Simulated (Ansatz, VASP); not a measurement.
**One calculation of Sb, two programs**

```
Sb
1.0
     0.00000    2.37124    2.37124
     2.37124    0.00000    2.37124
     2.37124    2.37124    0.00000
Sb
1
Direct
  0.00000 0.00000 0.00000
```

This isn't the form of Sb at room conditions, which is rhombohedral.

Alike in both runs: task relaxation of cell and atoms; functional RPBE; dispersion D4; k mesh 10 × 10 × 10; occupations fermi-dirac, width 0.05 eV; no spin polarisation.

|  | VASP | Ansatz |
| --- | --- | --- |
| version | VASP 6.6.1 | Ansatz 0.2.0 |
| potentials or method | VASP PAW PBE potentials, release 64 (Sb) | Ansatz PAW |
| plane-wave cutoff (eV) | 600 | 420 |
| valence electrons in the cell | 5 | 15 |

VASP gave:

```
gap on the k mesh at the Fermi level, each at its own relaxed structure (eV) : none
relaxed volume (Å³/atom)                                                     : 25.45
relaxed cell length with the largest relative difference (Å)                 : 3.302
energy change over the relaxation (meV/atom)                                 : -11
```

**Question.** Estimate Ansatz's values.

**Answer.** gap on the k mesh at the Fermi level, each at its own relaxed structure (eV): none; relaxed volume (Å³/atom): 25.54; relaxed cell length with the largest relative difference (Å): 3.305; energy change over the relaxation (meV/atom): -9.

A gap of «none» marks a metal or a gap that the smearing closes. The two sets of potentials don't hold the same shells in valence.

Caveats: pairwise dispersion overbinds metals, which lowers pressure and volume; the PAW data sets were made with another functional, which shifts forces and pressure a little (VASP); the plane-wave basis is chosen anew once the cell has moved, so the energies of steps on either side of that aren't comparable (Ansatz); the PAW data sets come from PBE, with cores solved anew for the run's functional, which leaves a small shift of forces and pressure (Ansatz). Spin-orbit coupling is left out, which matters for the levels of Sb.
